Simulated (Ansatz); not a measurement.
Pressure against volume: RbCl

```
Rb Cl
1.0
     0.00000    3.34896    3.34896
     3.34896    0.00000    3.34896
     3.34896    3.34896    0.00000
Rb Cl
1 1
Direct
  0.00000 0.00000 0.00000
  0.50000 0.50000 0.50000
```

The cell was built from the rocksalt type and relaxed in the same program, and has space group Fm-3m; it needn't be a known or the stable phase.

Methods: DFT, PBE, all-electron LAPW, scalar-relativistic (Ansatz 0.2.0); DFT, PBE, PAW with Ansatz's default frozen-core files, scalar-relativistic (Ansatz 0.2.0).

For LAPW: a Γ-centred 10×10×10 k mesh, Fermi–Dirac smearing of 0.05 eV, basis error target 1 meV/atom, no spin polarisation. PAW takes a cutoff of 420 eV at this cell. The Ansatz runs share mesh, smearing and spin set-up. Plane-wave (PAW) pressures include the program's estimate of the Pulay term.

The cell above is scaled evenly, with fractional coordinates and shape held.

Estimate the equilibrium volume and bulk modulus that full-potential LAPW gives for this fixed shape.

V0 = 37.58 Å³/atom, B0 = 14 GPa, B0′ = 5.0, from a third-order Birch–Murnaghan fit to these pressures:
| V/V(cell) | V (Å³/atom) | P, LAPW (GPa) | P, PAW (GPa) | gap on the k mesh, LAPW (eV) |
| --- | --- | --- | --- | --- |
| 0.9500 | 35.682 | 0.84 | 0.84 | 5.00 |
| 0.9750 | 36.621 | 0.39 | 0.39 | 4.91 |
| 1.0000 | 37.560 | 0.01 | 0.01 | 4.84 |
| 1.0250 | 38.499 | -0.32 | -0.32 | 4.76 |
| 1.0500 | 39.438 | -0.61 | -0.61 | 4.69 |

PAW's V0 lies 0.00 % from the all-electron value and its B0 0.0 %. Symmetry fixes shape and coordinates here, so this is the relaxed modulus.
